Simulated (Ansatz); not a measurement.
## Ni3Ge (Pm-3m), comparing deformations

The calculation used DFT PBEsol, scalar-relativistic, plane waves, PAW in Ansatz 0.2.0. Cutoff 420 eV, Γ-centred 14×14×14 k-points, Gaussian smearing of 0.15 eV. No spin polarisation. A magnetic state may lie lower. Energies are free energies at this smearing, counted from the undisturbed cell; pressure is positive in compression.

The undisturbed cell (relaxed at this level; it needn't be the usual structure):

```
Ni Ge
1.0
     3.52491    0.00000    0.00000
     0.00000    3.52491    0.00000
     0.00000    0.00000    3.52491
Ni Ge
3 1
Direct
  0.50000 0.00000 0.50000
  0.00000 0.50000 0.50000
  0.50000 0.50000 0.00000
  0.00000 0.00000 0.00000
```

The cell is strained by ε times a Voigt pattern (xx, yy, zz, yz, xz, xy; engineering shear) with fractional coordinates fixed. τ = (1/V0) dE/dε comes from the stress tensor. Of each scan, only the three points used here are listed.

```csv
pattern,ε,τ (GPa)
"(1, 1, 0, 0, 0, 0)",-0.0150,-15.78
"(1, 1, 0, 0, 0, 0)",0.0000,-0.05
"(1, 1, 0, 0, 0, 0)",0.0150,13.56
"(0, 0, 1, 0, 0, 0)",-0.0150,-5.00
"(0, 0, 1, 0, 0, 0)",0.0000,-0.03
"(0, 0, 1, 0, 0, 0)",0.0150,4.57
"(1, 0, 0, 0, 0, 0)",-0.0100,-3.30
"(1, 0, 0, 0, 0, 0)",0.0000,-0.03
"(1, 0, 0, 0, 0, 0)",0.0100,3.08
"(0, 0, 0, 0, 0, 1)",-0.0050,-0.61
"(0, 0, 0, 0, 0, 1)",0.0000,0.00
"(0, 0, 0, 0, 0, 1)",0.0050,0.61
```

Task: Which constants do the scans give, and which deformation costs least for the same size of strain tensor?

Result: The slope dτ/dε at zero (parabola through three points) is pᵀCp: (1, 1, 0, 0, 0, 0) gives 2(C11 + C12) = 978 GPa; (0, 0, 1, 0, 0, 0) gives C11 = 319 GPa; (1, 0, 0, 0, 0, 0) gives C11 = 319 GPa; (0, 0, 0, 0, 0, 1) gives C44 = 122 GPa. The size of the strain tensor, ε:ε, is ε² times 2.0, 1.0, 1.0, 0.5. Per unit of it the stiffnesses are 489, 319, 319, 243 GPa, so (0, 0, 0, 0, 0, 1) is the softest of these: at ε:ε = (1 %)² the quadratic term costs 0.83 meV/atom against 1.67 for the stiffest.

Task: What else follows for this cubic crystal?

Result: From the unrounded slopes C11 = 318.9 and C12 = 170.0 GPa, so B = (C11 + 2 C12)/3 = 220 GPa and the Poisson ratio for a pull along a cube edge is C12/(C11 + C12) = 0.35.

Task: How anisotropic is this cubic crystal?

Result: Zener's ratio 2 C44/(C11 − C12) = 1.63; it is 1 for an isotropic solid.

In a metal these slopes depend on the k mesh and the smearing.